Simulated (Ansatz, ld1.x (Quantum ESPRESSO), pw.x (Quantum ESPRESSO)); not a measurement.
**Sr (Z = 38): one change to the TM potential, in the atom and in the bcc crystal**

- Element: strontium
- Generator: ld1.x (Quantum ESPRESSO) 7.5
- Type: norm-conserving Troullier–Martins (Kleinman–Bylander form)
- Functional: PBE
- Relativity: scalar-relativistic
- Frozen core: [Kr]
- Valence charge: 2
- Reference configuration: 4d0 5s1.5 5p0.5
- Partial waves: 5p (bound): rc 3.45 bohr; 4d (bound, empty): rc 3.05 bohr; 5s (bound): rc 3.75 bohr
- Local potential: the s channel
- Core correction: Bessel-smoothed model core inside 3.05 bohr

Change: core correction Bessel-smoothed model core inside 1.52 bohr.

Cutoffs, loose and tight: the cutoffs (Ry, on a coarse ladder) from which the occupation-weighted sum of valence levels, in a spherical-Bessel basis at the reference potential, stays within 10 and 1 mRy of its value at 400 Ry. They do not see the model core or the augmentation charge, which bear on the density cutoff. Test errors are all-electron minus pseudo excitation energies from the reference, over the configurations 4d0 5s2 5p0; 4d0 5s1 5p0; 4d0 5s1.5 5p0; 4d1 5s0 5p0; 4d0 5s0 5p1; 4d0.5 5s1.5 5p0; 4d0 5s1 5p1; variants that change the core or the reference have their own tests.

Crystal test: bcc Sr in pw.x 7.5, no spin, 10³ k-points, Fermi–Dirac smearing 0.01 Ry, cutoffs set for each file from its atomic test. The reference is all-electron LAPW (Ansatz 0.2.0) with the same functional, mesh and smearing; V0 and B0 come from Birch–Murnaghan fits to the pressures at five volumes. Errors are pseudo minus all-electron; Δ is the rms difference of the E(V) curves that follow from these fits, minima aligned, over ±6 % about the mean V0. Mesh and smearing are coarse, so the numbers serve the comparison and aren't converged zero-temperature values; the lattice is a test structure that the element need not adopt.

All-electron: a0 = 4.780 Å (V0 = 54.61 Å³/atom), B0 = 11.4 GPa.

Does the change bring the crystal closer to the all-electron result?

The mean pressure error goes from +0.13 to +0.18 GPa, so the change moves the solid further from the all-electron pressures.

```tsv
quantity	base	changed
outcome (atom)	generated	generated
cutoff, loose (atom)	6 Ry	6 Ry
cutoff, tight (atom)	8 Ry	8 Ry
bound ghosts (atom)	none	none
largest test error (meV) (atom)	-54	-72
cutoffs in pw.x (Ry)	50/200	50/200
a0 (Å)	4.796	4.803
a0 error (%)	+0.34	+0.47
B0 error (%)	+4.7	+5.8
Δ (meV/atom)	1.5	2.0
mean pressure error (GPa)	+0.13	+0.18
```

Base: The cutoffs count occupied waves only; the empty 4d level needs 15 Ry at the loose tolerance. Changed file: This is a poor potential for the solid. The cutoffs count occupied waves only; the empty 4d level needs 15 Ry at the loose tolerance. The atomic cutoffs weigh occupied waves only.
